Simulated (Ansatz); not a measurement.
# Ni (Fm-3m)

Theory: DFT PBE, scalar-relativistic, plane waves, PAW in Ansatz 0.2.0.

Settings: cutoff 420 eV, Γ-centred mesh 20×20×20 on the computed 1-atom cell, Gaussian smearing of 0.10 eV; collinear spin from starting moments 0.75 μB.

The structure is relaxed at this level of theory with its symmetry kept.

```cif
data_structure
_symmetry_space_group_name_H-M 'Fm-3m'
_symmetry_Int_Tables_number 225
_cell_length_a 3.5185
_cell_length_b 3.5185
_cell_length_c 3.5185
_cell_angle_alpha 90.000
_cell_angle_beta 90.000
_cell_angle_gamma 90.000
_cell_volume 43.56
loop_
_atom_site_label
_atom_site_type_symbol
_atom_site_symmetry_multiplicity
_atom_site_Wyckoff_symbol
_atom_site_fract_x
_atom_site_fract_y
_atom_site_fract_z
_atom_site_occupancy
Ni1 Ni 4 a 0.00000 0.00000 0.00000 1
```

Question: Formation energy from the elements' standard states (uncorrected)?

Answer: 0.000 eV/atom.

Question: Density of states at the Fermi level?

Answer: 1.64 states/eV per cell.

Question: Löwdin character within 0.5 eV of the Fermi level?

Answer: Ni 3d 94 %.

Question: Bader charges (e)?

Answer: Ni (1 in the cell) 0.00.

Question: Total moment?

Answer: 0.64 μB per cell.

Question: Site moments (μB; atoms counted from 1 over the whole cell)?

Answer: Ni (atom 1) 0.68.

Only this magnetic start was tried.